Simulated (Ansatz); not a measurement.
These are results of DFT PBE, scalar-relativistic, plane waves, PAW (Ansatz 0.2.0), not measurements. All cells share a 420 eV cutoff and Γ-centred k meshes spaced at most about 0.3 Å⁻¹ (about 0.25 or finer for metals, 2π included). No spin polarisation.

Temperature and zero-point effects are left out.

Two relaxed structures of Cd₄Se₃:

A.

```cif
data_structure
_symmetry_space_group_name_H-M 'P3m1'
_symmetry_Int_Tables_number 156
_cell_length_a 4.2928
_cell_length_b 4.2928
_cell_length_c 13.0988
_cell_angle_alpha 90.000
_cell_angle_beta 90.000
_cell_angle_gamma 120.000
_cell_volume 209.05
loop_
_atom_site_label
_atom_site_type_symbol
_atom_site_symmetry_multiplicity
_atom_site_Wyckoff_symbol
_atom_site_fract_x
_atom_site_fract_y
_atom_site_fract_z
_atom_site_occupancy
Cd1 Cd 1 a 0.00000 0.00000 0.76449 1
Cd2 Cd 1 c 0.66667 0.33333 0.48232 1
Cd3 Cd 1 b 0.33333 0.66667 0.20472 1
Cd4 Cd 1 c 0.66667 0.33333 0.91435 1
Se1 Se 1 a 0.00000 0.00000 0.55688 1
Se2 Se 1 c 0.66667 0.33333 0.27926 1
Se3 Se 1 b 0.33333 0.66667 0.00098 1
```

B.

```cif
data_structure
_symmetry_space_group_name_H-M 'Pm-3m'
_symmetry_Int_Tables_number 221
_cell_length_a 5.7157
_cell_length_b 5.7157
_cell_length_c 5.7157
_cell_angle_alpha 90.000
_cell_angle_beta 90.000
_cell_angle_gamma 90.000
_cell_volume 186.73
loop_
_atom_site_label
_atom_site_type_symbol
_atom_site_symmetry_multiplicity
_atom_site_Wyckoff_symbol
_atom_site_fract_x
_atom_site_fract_y
_atom_site_fract_z
_atom_site_occupancy
Cd1 Cd 1 b 0.50000 0.50000 0.50000 1
Cd2 Cd 3 d 0.50000 0.00000 0.00000 1
Se1 Se 3 c 0.50000 0.50000 0.00000 1
```

Question: Which is lower in energy, and by how much?

Answer: A is lower, by 148 meV/atom. A has space group P3m1 (No. 156), 29.9 Å³/atom and no gap on its mesh; B has space group Pm-3m (No. 221), 26.7 Å³/atom and no gap. Counting Se atoms around Cd (those within 1.25 times the shortest such distance or 1.15 times the sum of covalent radii; a slash parts the counts of unlike sites), A has Cd 1/3/4 and B has Cd 4/6. The lower one is the more open, so pressure narrows the difference. In A, Cd on its first site has 1 Se at 2.72 Å and 3 Cd at 3.16 Å; Cd on its second site is surrounded by 4 Se at 2.66 Å; around Se on its first site lie 4 Cd at 2.66–2.72 Å; 4 more sites not described. In B, around Cd on a site of symmetry m-3m lie 6 Se at 2.86 Å; Cd on a site of symmetry 4/mmm is surrounded by 4 Se at 2.86 Å; around Se lie 6 Cd at 2.86 Å. Both come from invented guesses.

Cells relaxed within their symmetry can be saddle points.
